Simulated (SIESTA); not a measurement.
# BaZrO3 under changes of volume

One of the cells (14.726 Å³/atom); the others are scaled copies at fixed shape and fractional positions:

```
Ba Zr O
1.0
     4.19134    0.00000    0.00000
     0.00000    4.19134    0.00000
     0.00000    0.00000    4.19134
Ba Zr O
1 1 3
Cartesian
  0.0000 0.0000 0.0000
  2.0957 2.0957 2.0957
  2.0957 2.0957 0.0000
  2.0957 0.0000 2.0957
  0.0000 2.0957 2.0957
```

| Quantity | Value |
| --- | --- |
| Program | SIESTA 5.4.2 |
| Functional | LDA |
| Potentials or basis | PseudoDojo 0.4 standard (LDA files) |
| Basis | DZP (energy shift 0.003 Ry; two zetas on semicore shells; d shell added on Ba) |
| Grid cutoff | 800 Ry |
| Energy shift | 0.003 Ry |
| k mesh | 4 × 4 × 4 |
| Occupations | fermi-dirac, width 0.05 eV |
| Spin | no spin polarisation |

```csv
volume (Å³/atom),energy over the lowest point (meV/atom),pressure (GPa),gap on the mesh (eV)
13.843,19.30,9.5,3.03
14.137,5.89,5.2,2.99
14.432,0.00,1.3,2.95
14.726,0.86,-2.2,2.92
15.021,?,?,?
15.315,19.98,-8.0,2.84
15.610,37.04,-10.5,2.80
```

**Question.** What does the run at 15.021 Å³/atom give?

**Answer.** Energy over the lowest point 7.72 meV/atom; pressure -5.3 GPa; gap on the mesh 2.88 eV.

Worked out: A Birch-Murnaghan fit of order 3 (a polynomial in V^(-2/3)) to the other rows has its minimum at 14.54 Å³/atom with B0 = V·E''(V) = 174 GPa and B' = 4.6. It gives 7.75 meV/atom at 15.021 Å³/atom, against the run's 7.72, and -dE/dV = -5.3 GPa, against -5.3. A straight line through the other rows of the gap, of slope -1.9 eV per unit of ln V, gives 2.88 eV, against the run's 2.88.

Energies are extrapolated to zero smearing.

Caveats: this set's barium file shifts pressures by up to 1 GPa against other sets; spin-orbit coupling is left out, which moves the levels of the heavy elements; the basis of atomic orbitals isn't converged, which shifts pressures, moduli and gaps.

A mesh can miss the band edges.
